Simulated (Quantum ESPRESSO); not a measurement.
# Pt: equation of state with r2SCAN+D3(BJ)

Pt:

```
Pt
1.0
     0.00000    1.96090    1.96090
     1.96090    0.00000    1.96090
     1.96090    1.96090    0.00000
Pt
1
Direct
  0.00000 0.00000 0.00000
```

- Program: Quantum ESPRESSO 7.5
- Task: equation of state
- Functional: r2SCAN
- Dispersion: D3(BJ)
- Potentials or basis: SG15 PBE 1.2
- Cutoff: 952 eV
- Density cutoff: 3810 eV
- k mesh: 9 × 9 × 9
- Occupations: fermi-dirac, width 0.05 eV
- Spin: no spin polarisation
- Symmetry: off
- Mixing beta: 0.5
- Most SCF iterations: 120
- SCF threshold: 1e-08 Ry

| Quantity | Value |
| --- | --- |
| Equilibrium volume | 15.20 Å³/atom |
| Bulk modulus | 284 GPa |
| Pressure derivative of the bulk modulus | 5.3 |

Energy against volume, from the lowest point:
| volume (Å³/atom) | energy (meV/atom) |
| --- | --- |
| 14.175 | 69.70 |
| 14.477 | 32.68 |
| 14.778 | 10.04 |
| 15.080 | 0.00 |
| 15.381 | 1.14 |
| 15.683 | 12.13 |
| 15.985 | 31.81 |

All runs of the series together: 10 min on 2 threads of Arm Neoverse V2 (shared host).

Caveat: the k mesh is coarse; the potentials were made for another functional, which shifts forces and pressure. Spin-orbit coupling is left out, which matters for the levels of Pt.
